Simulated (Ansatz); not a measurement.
# HfC (antiNiAs structure)

Level of theory: DFT, PBE, scalar-relativistic, no spin polarisation; plane waves to 420 eV with PAW datasets (Ansatz 0.2.0), Γ-centred 12×12×8 mesh, 0.05 eV Gaussian smearing; PAW files: Ansatz's generated set soft_2.

```xyz
4
Lattice="3.3299 0.0000 0.0000 -1.6650 2.8838 0.0000 0.0000 0.0000 5.2275" Properties=species:S:1:pos:R:3 pbc="T T T"
Hf    0.0000    1.9225    1.3069
Hf    1.6650    0.9613    3.9206
C     0.0000    0.0000    0.0000
C     0.0000    0.0000    2.6137
```

The structure was built from a prototype; whether the compound forms in it isn't claimed.

Cell and atoms are those of this level's equilibrium.

The cell has space group P6_3/mmc (read at 0.01 Å). In it the stress is 0.00, 0.00, 0.02, 0.00, 0.00, 0.00 GPa and the largest force component 0.000 eV/Å. Each change below starts from this cell, without further relaxation. Stress is in GPa, positive in compression, in the order xx, yy, zz, yz, xz, xy; energies are counted from the cell above and are free energies with the smearing's entropy, which match forces and stress in a metal.

Task: What happens when atom 2 (Hf) is moved by 0.20 Å along y?

Result: The energy changes by 331.1 meV per cell, and the force on it along the shift is -3.397 eV/Å (−F/u = 16.98 eV/Å²). Stress: 1.19, 2.57, 5.03, 0.00, 0.00, 0.00.
```
atom  Fx (eV/Å)      Fy      Fz
 Hf1      0.000  -0.076   0.000
 Hf2      0.000  -3.397   0.000
  C3      0.000   1.736   0.328
  C4      0.000   1.736  -0.328
```
In a harmonic crystal the energy would rise by −½F·u = ½ × 16.98 × 0.20² eV = 339.7 meV, which matches.

Task: One atom was moved along a Cartesian axis, and these forces appeared. Which atom, and about how far?
| atom | Fx (eV/Å) | Fy | Fz |
| --- | --- | --- | --- |
| Hf1 | -1.246 | -0.052 | 0.000 |
| Hf2 | -0.014 | -0.005 | 0.000 |
| C3 | 0.630 | 0.029 | -0.045 |
| C4 | 0.630 | 0.029 | 0.045 |

Result: Atom 1 (Hf) is moved by 0.08 Å along x; the energy changes by 49.9 meV per cell.

Task: What stress follows from an engineering strain of 3 % in yy, atoms carried along?

Result: -3.33, -11.97, -4.19, 0.00, 0.00, 0.00 GPa; the energy changes by 57.6 meV per cell.
```
atom  Fx (eV/Å)      Fy     Fz
 Hf1      0.000   0.031  0.000
 Hf2      0.000  -0.031  0.000
  C3      0.000   0.000  0.000
  C4      0.000   0.000  0.000
```
The change of the stress over the strain gives a clamped-atom stiffness of about 399 GPa for this component, a secant value that lies under the elastic constant in tension and over it in compression, by several per cent for each per cent of strain.
In a harmonic crystal the energy would rise by V(½Cε² − σ₀ε), with σ₀ the stress of the unstrained cell, = 56.3 meV, which matches.

Task: A single strain component, atoms carried along, gave the stress -4.14, -1.22, -1.51, 0.00, 0.00, 0.00. Which component, and about how large?

Result: An engineering strain of 1 % in xx; the energy changes by 6.6 meV per cell.

Task: All atoms and the cell are disturbed at random:
```xyz
4
Lattice="3.3360 0.0117 -0.0176 -1.6579 2.9159 -0.0029 -0.0277 -0.0213 5.2331" Properties=species:S:1:pos:R:3 pbc="T T T"
Hf   -0.0381    1.9690    1.3285
Hf    1.6709    0.9704    3.9123
C    -0.0185   -0.0108    0.0207
C     0.0223   -0.0329    2.5675
```
Give the energy change, the stress and the forces.

Result: 94.7 meV per cell; stress -1.48, -5.32, -1.81, 1.55, 1.16, -1.20 GPa.
```
atom  Fx (eV/Å)      Fy      Fz
 Hf1      0.812  -0.720  -0.651
 Hf2     -0.135  -0.323   0.300
  C3     -0.059   0.429  -0.389
  C4     -0.617   0.614   0.740
```

Task: All atoms and the cell are disturbed at random:
```
CELL_PARAMETERS angstrom
3.30474 0.04374 0.01990
-1.61448 2.84859 -0.02455
0.03124 -0.02646 5.31892
ATOMIC_POSITIONS crystal
Hf 0.32224 0.64617 0.24752
Hf 0.66177 0.33660 0.74982
C 0.01528 0.01070 0.00271
C 0.00071 0.00653 0.49995
```
Give the energy change, the stress and the forces.

Result: 108.8 meV per cell; stress 1.19, 0.76, -2.54, 1.96, -2.06, -3.94 GPa.
```tsv
atom	Fx (eV/Å)	Fy	Fz
Hf1	0.199	1.318	0.347
Hf2	0.512	0.279	-0.168
C3	-0.532	-0.901	-0.268
C4	-0.179	-0.696	0.089
```

No spin–orbit coupling, a notable omission for heavy elements.
